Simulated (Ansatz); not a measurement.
# W: experiment and calculation

**What was measured.**

From a printed reference work, monograph, original work of 1987, for a powder of W at 297.95 K: lattice constant a 3.16519 ± 0.000027 Å.

The results are compared with them further down.

All numbers below come from DFT r2SCAN, scalar-relativistic, plane waves, PAW in Ansatz.

Plane waves to 500 eV, a k mesh through Γ of 18×18×18 on the computed 1-atom cell and Gaussian smearing (0.10 eV); no spin polarisation.

Relaxed structure, symmetry kept:

```
W
1.0
    -1.58422    1.58422    1.58422
     1.58422   -1.58422    1.58422
     1.58422    1.58422   -1.58422
W
1
Direct
  0.00000 0.00000 0.00000
```

```json
{
  "Space group": "Im-3m (No. 229)",
  "Volume per atom": "107.3 bohr³",
  "Formation energy from the elements' standard states (uncorrected)": "+0.008 eV/atom",
  "Generalised Kohn–Sham band gap": "none (metal)",
  "Density of states at the Fermi level": "0.36 states/eV per cell",
  "Löwdin character within 0.5 eV of the Fermi level": "W 5d 88 %, unprojected 8 %",
  "Bulk modulus": "319 GPa",
  "Its pressure derivative": "4.6",
  "Bader charges (e)": "W (1 in the cell) 0.00"
}
```

Spin-orbit coupling is left out, which matters for the bands of heavy elements.

A measured lattice constant a of W is 3.16519 Å (297.95 K; powder; a printed reference work, monograph, original work of 1987); the calculated 3.168 Å misses it by +0.1 %. The calculation is for 0 K without zero-point motion.